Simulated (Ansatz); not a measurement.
# Zn12H2O: the cost of one run

Method: DFT PBE+D3(BJ), plane waves, PAW, scalar-relativistic, no spin polarisation, in Ansatz 0.2.0.

## (1) Starting point

The cell holds 15 atoms (H2OZn12): a = 5.320 Å, b = 5.320 Å, c = 17.937 Å, α = 90.00°, β = 90.00°, γ = 60.00°.

Coordinates:

```cif
data_structure
_symmetry_space_group_name_H-M 'P 1'
_symmetry_Int_Tables_number 1
_cell_length_a 5.3200
_cell_length_b 5.3200
_cell_length_c 17.9370
_cell_angle_alpha 90.000
_cell_angle_beta 90.000
_cell_angle_gamma 60.000
_cell_volume 439.65
loop_
_atom_site_label
_atom_site_type_symbol
_atom_site_fract_x
_atom_site_fract_y
_atom_site_fract_z
_atom_site_occupancy
Zn1 Zn 0.00000 0.00000 0.05575 1
Zn2 Zn 0.50000 0.00000 0.05575 1
Zn3 Zn 0.00000 0.50000 0.05575 1
Zn4 Zn 0.50000 0.50000 0.05575 1
Zn5 Zn 0.83333 0.33333 0.19337 1
Zn6 Zn 0.33333 0.33333 0.19337 1
Zn7 Zn 0.83333 0.83333 0.19337 1
Zn8 Zn 0.33333 0.83333 0.19337 1
Zn9 Zn 0.00000 0.00000 0.33099 1
Zn10 Zn 0.50000 0.00000 0.33099 1
Zn11 Zn 0.00000 0.50000 0.33099 1
Zn12 Zn 0.50000 0.50000 0.33099 1
O1 O 0.47568 0.76733 0.40904 1
H1 H 0.67914 0.65861 0.42019 1
H2 H 0.41974 0.96485 0.42019 1
```

## (2) Relaxing end A

input.yaml reads:

```yaml
crystal:
  lattice:
    - [5.32, 0.0, 0.0]
    - [2.66, 4.607255, 0.0]
    - [0.0, 0.0, 17.93696]
  atoms:
    - { symbol: Zn, position: [0.0, 0.0, 0.0557508] }
    - { symbol: Zn, position: [0.5, 0.0, 0.0557508] }
    - { symbol: Zn, position: [0.0, 0.5, 0.0557508] }
    - { symbol: Zn, position: [0.5, 0.5, 0.0557508] }
    - { symbol: Zn, position: [-0.1666667, 0.3333333, 0.1933706] }
    - { symbol: Zn, position: [0.3333333, 0.3333333, 0.1933706] }
    - { symbol: Zn, position: [-0.1666667, 0.8333333, 0.1933706] }
    - { symbol: Zn, position: [0.3333333, 0.8333333, 0.1933706] }
    - { symbol: Zn, position: [0.0, 0.0, 0.3309903] }
    - { symbol: Zn, position: [0.5, 0.0, 0.3309903] }
    - { symbol: Zn, position: [0.0, 0.5, 0.3309903] }
    - { symbol: Zn, position: [0.5, 0.5, 0.3309903] }
    - { symbol: O, position: [0.4756772, 0.7673265, 0.4090414] }
    - { symbol: H, position: [0.6791388, 0.6586078, 0.4201916] }
    - { symbol: H, position: [0.4197441, 0.964851, 0.4201916] }
basis:
  ecutwfc: 420.0
kpoints:
  mp_grid: { grid: [5, 5, 1] }
hamiltonian:
  xc: pbe
  dispersion: d3bj
scf:
  occupations: { method: gaussian, width: 0.05 }
  lower_state_search: "off"
relax:
  f_tol: 0.03
  max_steps: 60
  adjacent_minimum: "off"
  constraints: [{ sites: [0, 1, 2, 3] }]
output:
  write_density: true
  write_potential: true
  elf: true
  volumetric_format: npy
```

On the command line:

```sh
ansatz run input.yaml --threads 4 --pin off --max-ram 10240MiB --backend cpu --events-out ev --progress --plain --runs-dir out
```

What time and memory should one allow on 4 threads of AMD EPYC 9R45 (Zen 5), shared host?

About 75 s, with a peak of 1.5 GiB.
